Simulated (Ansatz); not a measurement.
**CdF$_{2}$, one cell by several methods**

```
CELL_PARAMETERS angstrom
0.00000 2.69400 2.69400
2.69400 0.00000 2.69400
2.69400 2.69400 0.00000
ATOMIC_POSITIONS crystal
Cd 0.00000 0.00000 0.00000
F 0.25000 0.25000 0.25000
F 0.75000 0.75000 0.75000
```

Atom numbers follow the list: Cd1, F2, F3.

Conventional cell: a = 5.388 Å, b = 5.388 Å, c = 5.388 Å, α = 90.00°, β = 90.00°, γ = 90.00°. Cd (atom 1) has 8 F at 2.33 Å as nearest neighbours. Around F (atom 2) lie 4 Cd at 2.33 Å.

The cell comes from COD entry 9009006, which wasn't checked; take it as a given geometry.

Methods: DFT, LDA, PAW with Ansatz's default frozen-core files, scalar-relativistic (Ansatz 0.2.0); DFT, LDA, all-electron LAPW, scalar-relativistic (Ansatz 0.2.0).

For PAW: a Γ-centred 8×8×8 k mesh, Fermi–Dirac smearing of 0.02 eV, cutoff 420 eV, no spin polarisation; the PAW files were made with PBE, and the program remakes their frozen cores for this functional. LAPW targets a basis error of 1 meV/atom. The Ansatz runs share mesh, smearing and spin set-up. Plane-wave (PAW) pressures include the program's estimate of the Pulay term.

Stress and pressure are positive in compression.

Levels count from the top of the valence band.

PAW results:

```json
{"quantity": "pressure (GPa)", "PAW": "-5.70"}
{"quantity": "band gap (eV)", "PAW": "2.811"}
{"quantity": "highest filled level at Γ (eV)", "PAW": "-0.476"}
{"quantity": "lowest empty level at Γ (eV)", "PAW": "2.811"}
{"quantity": "highest filled level at X (eV)", "PAW": "-0.092"}
{"quantity": "lowest empty level at X (eV)", "PAW": "7.741"}
{"quantity": "highest filled level at W (eV)", "PAW": "0.000"}
{"quantity": "lowest empty level at W (eV)", "PAW": "7.813"}
```

**Question.** What does LAPW (all electrons) give for the same quantities?

**Answer.** 
```csv
quantity,LAPW
pressure (GPa),-5.67
band gap (eV),2.796
highest filled level at Γ (eV),-0.476
lowest empty level at Γ (eV),2.796
highest filled level at X (eV),-0.091
lowest empty level at X (eV),7.739
highest filled level at W (eV),0.000
lowest empty level at W (eV),7.811
```
